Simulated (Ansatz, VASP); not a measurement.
# Pt: VASP beside Ansatz

```
Pt
1.0
     0.00000    1.94680    1.94680
     1.94680    0.00000    1.94680
     1.94680    1.94680    0.00000
Pt
1
Cartesian
  0.0000 0.0000 0.0000
```

Alike in both runs: functional LDA; k mesh 18 × 18 × 18; occupations gaussian, width 0.1 eV; no spin polarisation.

Ansatz relaxed the structure, and its values are those at the end. VASP's run is a single point on that final structure, the one shown.

|  | VASP | Ansatz |
| --- | --- | --- |
| version | VASP 6.6.1 | Ansatz 0.2.0 |
| potentials or method | VASP PAW LDA potentials, release 64 (Pt) | scalar-relativistic, plane waves, PAW |
| plane-wave cutoff (eV) | 520 | 420 |
| valence electrons in the cell | 10 | 18 |

|  | VASP | Ansatz | Ansatz less VASP |
| --- | --- | --- | --- |
| gap on the k mesh at the Fermi level (eV) | none | none | - |
| pressure (GPa) | 0.8 | 0.0 | -0.81 |

A gap of «none» marks a metal or a gap that the smearing closes. The two sets of potentials don't hold the same shells in valence.

Spin-orbit coupling is left out, which matters for the levels of Pt.
